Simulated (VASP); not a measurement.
# SnO (Pmn2_1) in VASP: equation of state, part 2 of 2

VASP 6.6.1. Earlier steps stand in the parts before.

## (4) Equation of state, PBEsol, 19.69 Å³/atom (volume scaled by 0.98)

INCAR

```
SYSTEM = SnO
  ALGO = Normal
  EDIFF = 1E-7
  ENCUT = 520
  GGA = PS
  ISIF = 2
  ISMEAR = -1
  LASPH = .True.
  LCHARG = .False.
  LREAL = .False.
  LWAVE = .False.
  NBANDS = 28
  NELM = 80
  PREC = Accurate
  SIGMA = 0.05
```

KPOINTS

```
k-points
0
Gamma
  8 5 6
  0 0 0
```

POSCAR

```
SnO
1.0
    3.3324875095      0.0000000000      0.0000000000
    0.0000000000      5.6360216177      0.0000000000
    0.0000000000      0.0000000000      4.1936337771
Sn O
2 2
Direct
    0.5000000000      0.7680910000      0.0131440000
    0.0000000000      0.2319090000      0.5131440000
    0.5000000000      0.1087500000      0.2368570000
    0.0000000000      0.8912500000      0.7368570000
```

Potentials or basis: VASP PAW PBE potentials, release 64 (Sn_d, O).

Run with:

```bash
> cat potpaw_PBE.64/Sn_d/POTCAR potpaw_PBE.64/O/POTCAR > POTCAR
> mpirun -np 1 vasp_std > vasp.out
```

OUTCAR:

```text
SYSTEM = SnO
   EDIFF = 1E-7
   ENCUT = 520
   GGA = PS
   ISIF = 2
   ISMEAR = -1
   LASPH = .True.
   LREAL = .False.
   NELM = 80
   PREC = Accurate

 Found     60 irreducible k-points:

 Following reciprocal coordinates:
            Coordinates               Weight
  0.000000  0.000000  0.000000      1.000000
  0.125000  0.000000  0.000000      2.000000
  0.250000  0.000000  0.000000      2.000000
  0.375000  0.000000  0.000000      2.000000
  0.500000  0.000000  0.000000      1.000000
  0.000000  0.200000  0.000000      2.000000
   k-points           NKPTS =     60   k-points in BZ     NKDIM =     60   number of bands    NBANDS=     28
   number of dos      NEDOS =    301   number of ions     NIONS =      4
   total plane-waves  NPLWV =  37632
   dimension x,y,z NGX =    28 NGY =   42 NGZ =   32
   dimension x,y,z NGXF=    56 NGYF=   84 NGZF=   64
   ions per type =               2   2
   NGX,Y,Z   is equivalent  to a cutoff of  13.97, 12.39, 12.69 a.u.
   NGXF,Y,Z  is equivalent  to a cutoff of  27.94, 24.78, 25.37 a.u.
 SYSTEM =  SnO
   PREC   = accura    normal or accurate (medium, high low for compatibility)
   ISTART =      0    job   : 0-new  1-cont  2-samecut
   ICHARG =      2    charge: 1-file 2-atom 10-const
   ISPIN  =      1    spin polarized calculation?
   LNONCOLLINEAR =      F non collinear calculations
   LSORBIT =      F    spin-orbit coupling
   LASPH  =      T    aspherical Exc in radial PAW
   ENCUT  =  520.0 eV  38.22 Ry    6.18 a.u.   6.20 10.48  7.80*2*pi/ulx,y,z
   NELM   =     80;   NELMIN=  2; NELMDL= -5     # of ELM steps
   EDIFF  = 0.1E-06   stopping-criterion for ELM
   LREAL  =      F    real-space projection
   EDIFFG = 0.1E-05   stopping-criterion for IOM
   NSW    =      0    number of steps for IOM
   IBRION =     -1    ionic relax: 0-MD 1-quasi-New 2-CG
   NFREE  =      0    steps in history (QN), initial steepest desc. (CG)
   ISIF   =      2    stress and relaxation
   ISYM   =      2    0-nonsym 1-usesym 2-fastsym
   POTIM  = 0.5000    time-step for ionic-motion
   TEBEG  =    0.0;   TEEND  =   0.0 temperature during run
   PSTRESS=    0.0 pullay stress
   NELECT =      40.0000    total number of electrons
   NUPDOWN=      -1.0000    fix difference up-down
   EMIN   =  10.00;   EMAX   =-10.00  energy-range for DOS
   EFERMI =   0.00;   METHOD = LEGACY
   ISMEAR =    -1;   SIGMA  =   0.05  broadening in eV -4-tet -1-fermi 0-gaus
   EFERMI_NEDOS =   21; number of points for ismear=-14 and -15
   IALGO  =     38    algorithm
   IMIX   =      4    mixing-type and parameters
     AMIX     =   0.40;   BMIX     =  1.00
     AMIX_MAG =   1.60;   BMIX_MAG =  1.00
  volume/ion in A,a.u.               =      19.69       132.88
  Fermi-wavevector in a.u.,A,eV,Ry     =   1.306124  2.468216 23.210978  1.705959
  Thomas-Fermi vector in A             =   2.436947
   LORBIT       =      0    0 simple, 1 ext, 2 COOP (PROOUT), +10 PAW based schemes
   GGA     = PS    functional components
   LHFCALC =     F    Hartree Fock is set to
   AEXX    =    0.0000 exact exchange contribution
   IVDW    =     0    specifies the selected vdW correction
   LEPSILON=     F    determine dielectric tensor
   LRPA    =     F    only Hartree local field effects (RPA)
 non-spin polarized calculation
  energy-cutoff  :      520.00
  volume of cell :       78.76
 maximum number of plane-waves:      2152
 NGX is ok and might be reduce to    28
   NGX = 13   NGY = 21   NGZ = 15

 number of electron      39.9999989 magnetization

 Free energy of the ion-electron system (eV)
  ---------------------------------------------------
  ext. energy  EPLUGINS =         0.00000000
  ---------------------------------------------------
  free energy    TOTEN  =       -23.81598806 eV

  energy without entropy =      -23.81598802  energy(sigma->0) =      -23.81598804

 E-fermi :   5.6367     XC(G=0):  -9.8627

 val. band max:        4.9436720462   @ k =   0.0000   0.0000   0.0000
 cond. band min:       6.3400399217   @ k =   0.3750   0.4000   0.0000
 fundamental gap:      1.3963678755
 Fermi energy:         5.6366728444

 k-point     1 :       0.0000    0.0000    0.0000
  band No.  band energies     occupation
      1     -16.2559      2.00000
      2     -15.8926      2.00000
      3     -15.7995      2.00000
      4     -15.7713      2.00000
      5     -15.7422      2.00000
      6     -15.7110      2.00000
[... 20 lines left out ...]
     27      13.6354      0.00000
     28      14.2521      0.00000
[... 125 lines left out ...]
 k-point     6 :       0.0000    0.2000    0.0000
  band No.  band energies     occupation
      1     -16.2529      2.00000
      2     -15.8942      2.00000
      3     -15.7971      2.00000
      4     -15.7702      2.00000
      5     -15.7433      2.00000
      6     -15.7139      2.00000
[... 20 lines left out ...]
     27      13.8924      0.00000
     28      14.3471      0.00000

 [... further k-points ...]

------------------------ aborting loop because EDIFF is reached ----------------------------------------

  FORCE on cell =-STRESS in cart. coord.  units (eV):
  Direction    XX          YY          ZZ          XY          YZ          ZX
  --------------------------------------------------------------------------------------
  -------------------------------------------------------------------------------------
  Total       -0.8858305     -0.4949285     -0.6616461      0.0000000      0.0000000      0.0000000
  in kB      -18.0189517    -10.0674932    -13.4587472      0.0000000      0.0000000      0.0000000
  external PRESSURE =     -13.8483974 kB  Pullay stress =       0.0000000 kB

 VOLUME and BASIS-vectors are now :
 -----------------------------------------------------------------------------
  energy-cutoff  :      520.00
  volume of cell :       78.76
      direct lattice vectors                 reciprocal lattice vectors
     3.332487509  0.000000000  0.000000000     0.300076143  0.000000000  0.000000000
     0.000000000  5.636021618  0.000000000     0.000000000  0.177430121  0.000000000
     0.000000000  0.000000000  4.193633777     0.000000000  0.000000000  0.238456683

 POSITION                                       TOTAL-FORCE (eV/Angst)
 -----------------------------------------------------------------------------------
      1.66624      4.32898      0.05512         0.000000      0.065952     -0.013536
      0.00000      1.30704      2.15194         0.000000     -0.065952     -0.013536
      1.66624      0.61292      0.99329         0.000000     -0.104326      0.013536
      0.00000      5.02310      3.09011         0.000000      0.104326      0.013536
 -----------------------------------------------------------------------------------
    total drift:                                0.000000      0.000000     -0.001271

  FREE ENERGIE OF THE ION-ELECTRON SYSTEM (eV)
  ---------------------------------------------------
  free  energy   TOTEN  =       -23.8159880577 eV

  energy  without entropy=      -23.8159880173  energy(sigma->0) =      -23.81598804
```

OSZICAR:

```text
N       E                     dE             d eps       ncg     rms          rms(c)
DAV:   1     0.431536595707E+03    0.43154E+03   -0.20161E+04  3448   0.209E+03
DAV:   2     0.406724552961E+02   -0.39086E+03   -0.37478E+03  3472   0.534E+02
DAV:   3    -0.240493592041E+02   -0.64722E+02   -0.63649E+02  3840   0.187E+02
DAV:   4    -0.272276463229E+02   -0.31783E+01   -0.31616E+01  3948   0.445E+01
DAV:   5    -0.273049080644E+02   -0.77262E-01   -0.77247E-01  3760   0.745E+00    0.111E+01
DAV:   6    -0.239292811809E+02    0.33756E+01   -0.15385E+01  5500   0.455E+01    0.515E+00
DAV:   7    -0.238610029364E+02    0.68278E-01   -0.19590E+00  3876   0.857E+00    0.254E+00
DAV:   8    -0.238274650981E+02    0.33538E-01   -0.34225E-01  4144   0.388E+00    0.779E-01
DAV:   9    -0.238151348627E+02    0.12330E-01   -0.47722E-02  5432   0.231E+00    0.226E-01
DAV:  10    -0.238164591144E+02   -0.13243E-02   -0.77829E-03  4812   0.830E-01    0.149E-01
DAV:  11    -0.238159635119E+02    0.49560E-03   -0.20653E-03  5264   0.450E-01    0.233E-02
DAV:  12    -0.238159927992E+02   -0.29287E-04   -0.28368E-04  3548   0.102E-01    0.287E-02
DAV:  13    -0.238159885863E+02    0.42129E-05   -0.20874E-05  4692   0.379E-02    0.669E-03
DAV:  14    -0.238159880582E+02    0.52808E-06   -0.13168E-06  3960   0.810E-03    0.152E-03
DAV:  15    -0.238159880577E+02    0.49022E-09   -0.16224E-07  2640   0.402E-03
   1 F= -.23815988E+02 E0= -.23815988E+02  d E =-.404195E-07
```

stdout:

```text
POSCAR found type information on POSCAR SnO
 POSCAR found :  2 types and       4 ions
 scaLAPACK will be used
 -----------------------------------------------------------------------------
|                                                                             |
|                                                                             |
|     You enforced a specific xc type in the INCAR file but a different       |
|     I HOPE YOU KNOW WHAT YOU ARE DOING!                                     |
|                                                                             |
 -----------------------------------------------------------------------------

 LDA part: xc-table for (Slater+PW92), standard interpolation
 POSCAR, INCAR and KPOINTS ok, starting setup
 FFT: planning ... GRIDC
 FFT: planning ... GRID_SOFT
 FFT: planning ... GRID
 WAVECAR not read
 entering main loop
```

Run time: 49 s. Hardware: 1 thread of Intel Xeon 6975P-C (Granite Rapids), shared host; peak memory 0.24 GiB.

Results:

| Quantity | Value |
| --- | --- |
| Free energy | -23.8160 eV |
| Pressure | -1.4 GPa |
| Largest force | 0.105 eV/Å |
| Band gap on the k mesh | 1.40 eV, indirect (least direct gap 1.97 eV) |

Caveat: the PAW data sets were made with another functional, which shifts forces and pressure a little; spin-orbit coupling is left out, which moves the levels of the heavy elements; an odd mesh through Γ misses points on the zone boundary, where band edges often lie.

## (5) Equation of state, PBEsol, 20.49 Å³/atom (volume scaled by 1.02)

INCAR is that of step 4.

KPOINTS is that of step 4.

POSCAR

```
SnO
1.0
    3.3772242237      0.0000000000      0.0000000000
    0.0000000000      5.7116819428      0.0000000000
    0.0000000000      0.0000000000      4.2499308811
Sn O
2 2
Direct
    0.5000000000      0.7680910000      0.0131440000
    0.0000000000      0.2319090000      0.5131440000
    0.5000000000      0.1087500000      0.2368570000
    0.0000000000      0.8912500000      0.7368570000
```

Run with:

```bash
> cat potpaw_PBE.64/Sn_d/POTCAR potpaw_PBE.64/O/POTCAR > POTCAR
> mpirun -np 1 vasp_std > vasp.out
```

Run time: 55 s. Hardware: 1 thread of Intel Xeon 6975P-C (Granite Rapids), shared host; peak memory 0.25 GiB.

Results (log left out):

```
Free energy            : -23.7616 eV
Pressure               : -4.2 GPa
Largest force          : 0.611 eV/Å
Band gap on the k mesh : 1.45 eV, indirect (least direct gap 2.04 eV)
```

Caveat: the PAW data sets were made with another functional, which shifts forces and pressure a little; spin-orbit coupling is left out, which moves the levels of the heavy elements; an odd mesh through Γ misses points on the zone boundary, where band edges often lie.

## (6) Equation of state, PBEsol, 20.90 Å³/atom (volume scaled by 1.04)

INCAR is that of step 5.

KPOINTS is that of step 5.

POSCAR

```
SnO
1.0
    3.3991548656      0.0000000000      0.0000000000
    0.0000000000      5.7487718259      0.0000000000
    0.0000000000      0.0000000000      4.2775286081
Sn O
2 2
Direct
    0.5000000000      0.7680910000      0.0131440000
    0.0000000000      0.2319090000      0.5131440000
    0.5000000000      0.1087500000      0.2368570000
    0.0000000000      0.8912500000      0.7368570000
```

Potentials or basis: VASP PAW PBE potentials, release 64 (Sn_d, O).

Run with:

```bash
> cat potpaw_PBE.64/Sn_d/POTCAR potpaw_PBE.64/O/POTCAR > POTCAR
> mpirun -np 1 vasp_std > vasp.out
```

Wall time 61 s (1 thread of Intel Xeon 6975P-C (Granite Rapids), shared host); peak memory 0.26 GiB.

The run converged. Its results:

```
Free energy            : -23.7147 eV
Pressure               : -5.4 GPa
Largest force          : 0.855 eV/Å
Band gap on the k mesh : 1.47 eV, indirect (least direct gap 2.07 eV)
```

Caveat: the PAW data sets were made with another functional, which shifts forces and pressure a little; spin-orbit coupling is left out, which moves the levels of the heavy elements; an odd mesh through Γ misses points on the zone boundary, where band edges often lie.

## (7) Equation of state, PBEsol, 21.30 Å³/atom (volume scaled by 1.06)

INCAR is that of step 6.

KPOINTS is that of step 6.

POSCAR

```
SnO
1.0
    3.4208061173      0.0000000000      0.0000000000
    0.0000000000      5.7853891942      0.0000000000
    0.0000000000      0.0000000000      4.3047747479
Sn O
2 2
Direct
    0.5000000000      0.7680910000      0.0131440000
    0.0000000000      0.2319090000      0.5131440000
    0.5000000000      0.1087500000      0.2368570000
    0.0000000000      0.8912500000      0.7368570000
```

Run with:

```bash
> cat potpaw_PBE.64/Sn_d/POTCAR potpaw_PBE.64/O/POTCAR > POTCAR
> mpirun -np 1 vasp_std > vasp.out
```

Run time: 61 s. Hardware: 1 thread of Intel Xeon 6975P-C (Granite Rapids), shared host; peak memory 0.26 GiB.

It converged, with:

| Quantity | Value |
| --- | --- |
| Free energy | -23.6565 eV |
| Pressure | -6.5 GPa |
| Largest force | 1.080 eV/Å |
| Band gap on the k mesh | 1.50 eV, indirect (least direct gap 2.10 eV) |

Caveat: the PAW data sets were made with another functional, which shifts forces and pressure a little; spin-orbit coupling is left out, which moves the levels of the heavy elements; an odd mesh through Γ misses points on the zone boundary, where band edges often lie.

## (8) Equation of state, PBEsol

Potentials or basis: VASP PAW PBE potentials, release 64 (Sn_d, O).

No new run: the results of the series are fitted here.

Results:

* Equilibrium volume: 19.39 Å³/atom
* Bulk modulus at fixed shape and positions: 83 GPa
* Pressure derivative of the bulk modulus: 4.4

Energy against volume, from the lowest point:
| volume (Å³/atom) | energy (meV/atom) |
| --- | --- |
| 18.887 | 3.37 |
| 19.289 | 0.00 |
| 19.691 | 1.07 |
| 20.093 | 6.09 |
| 20.495 | 14.66 |
| 20.897 | 26.38 |
| 21.299 | 40.95 |

Caveat: the cell was scaled at fixed shape and fractional positions, which overstates the stiffness of a crystal with free parameters, most of all of layers and chains; the PAW data sets were made with another functional, which shifts forces and pressure a little.
